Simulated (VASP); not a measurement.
**Fe under changes of volume**

One of the cells (11.664 Å³/atom); the others are scaled copies at fixed shape and fractional positions:

```xyz
1
Lattice="0.0000 1.9546 1.9781 1.5084 0.0000 1.9781 1.5084 1.9546 0.0000" Properties=species:S:1:pos:R:3 pbc="T T T"
Fe    0.0000    0.0000    0.0000
```

| Item | Value |
| --- | --- |
| Program | VASP 6.6.1 |
| Functional | PBE |
| Potentials or basis | VASP PAW PBE potentials, release 64 (Fe) |
| Cutoff | 520 eV |
| k mesh | 13 × 13 × 13 |
| Occupations | fermi-dirac, width 0.05 eV |
| Spin | collinear spin, ferromagnetic start |
| Starting moments | [3.0] μB |

```tsv
volume (Å³/atom)	energy over the lowest point (meV/atom)	pressure (GPa)	moment (μB per cell)
10.749	19.61	11.9	2.08
10.978	6.43	6.9	2.11
11.207	0.00	2.6	2.15
11.664	?	?	?
11.893	10.53	-6.7	2.30
12.121	21.99	-9.1	2.34
```

**Question.** What does the run at 11.664 Å³/atom give?

**Answer.** Energy over the lowest point 2.93 meV/atom; pressure -4.0 GPa; moment 2.25 μB per cell.

Worked out: A Birch-Murnaghan fit of order 3 (a polynomial in V^(-2/3)) to the other rows has its minimum at 11.37 Å³/atom with B0 = V·E''(V) = 174 GPa and B' = 6.4 at fixed shape and positions, which overstates the stiffness. It gives 2.66 meV/atom at 11.664 Å³/atom, against the run's 2.93, and -dE/dV = -4.2 GPa, against -4.0. A parabola through the other rows of the moment, of slope 0.21 μB per Å³/atom there, gives 2.24 μB, against the run's 2.25.

Energies are extrapolated to zero smearing.
